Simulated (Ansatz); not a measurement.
A run of Ansatz 0.2.0 is set up as follows.

input.yaml

```yaml
crystal:
  lattice:
    - [-1.51435, 1.51435, 1.51435]
    - [1.51435, -1.51435, 1.51435]
    - [1.51435, 1.51435, -1.51435]
  atoms:
    - { symbol: V, position: [0.0, 0.0, 0.0], spin: 2.0 }
hamiltonian:
  xc: pbe
  pseudopotentials: { kind: paw }
magnetization:
  spin_polarized: true
kpoints:
  mp_grid: { grid: [12, 12, 12] }
scf:
  occupations: { method: fermi_dirac, width: 0.05 }
basis:
  ecutwfc: "500 eV"
output:
  forces: true
  stress: true
  eigenvalues: true
```

Potentials or basis: Ansatz PAW.

Command:

```console
$ ansatz run input.yaml --threads 2 --pin off --max-ram 5120MiB --backend cpu --events-out ev --progress --plain --runs-dir out
```

Problem. Estimate the band gap on the k mesh.

Solution. None (metal or under the smearing width).

Problem. What does it give for the absolute moment?

Solution. 0.00 μB per cell.

Problem. Estimate the pressure.

Solution. -5.4 GPa.

Problem. Estimate the net moment.

Solution. 0.00 μB per cell.

Caveat: the starting moments weren't kept.
